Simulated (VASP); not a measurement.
Here is a VASP 6.6.1 calculation.

INCAR

```
SYSTEM = Si
ALGO = Normal
EDIFF = 1E-6
EDIFFG = -0.04
ENCUT = 600
GGA = PE
IBRION = 2
ISIF = 3
ISMEAR = 0
LASPH = .TRUE.
LCHARG = .FALSE.
LREAL = .FALSE.
LWAVE = .FALSE.
NELM = 100
NSW = 90
PREC = Accurate
SIGMA = 0.1
```

File KPOINTS:

```
k-points
0
G
  6 6 6
  0 0 0
```

POSCAR

```
Si
1.0
    1.6132183877      0.9313920704      7.7965832421
   -1.6132183877      0.9313920704      7.7965832421
    0.0000000000     -1.8627841408      7.7965832421
Si
3
Direct
    0.0000000000      0.0000000000      0.0000000000
    0.2222200000      0.2222200000      0.2222200000
    0.7777800000      0.7777800000      0.7777800000
```

Potentials or basis: VASP PAW PBE potentials, release 64 (Si).

Launch:

```sh
$ cat potpaw_PBE.64/Si/POTCAR > POTCAR
$ mpirun -np 1 vasp_std > vasp.out
```

Question: Estimate the relaxed cell.

Answer: a = 6.528 Å, b = 6.528 Å, c = 6.528 Å, α = 25.06°, β = 25.06°, γ = 25.06°.

Question: What does it give for the relaxed volume?

Answer: 14.63 Å³/atom.

Stress tensor (GPa, compression positive):
```
 0.06  0.00  0.00
 0.00  0.06  0.00
 0.00  0.00 -0.15
```

Caveat: the k mesh is coarse (spacing up to 0.38 Å⁻¹), so the values aren't converged; the volume moved by over 15 % at a fixed basis, so the end points are rough.
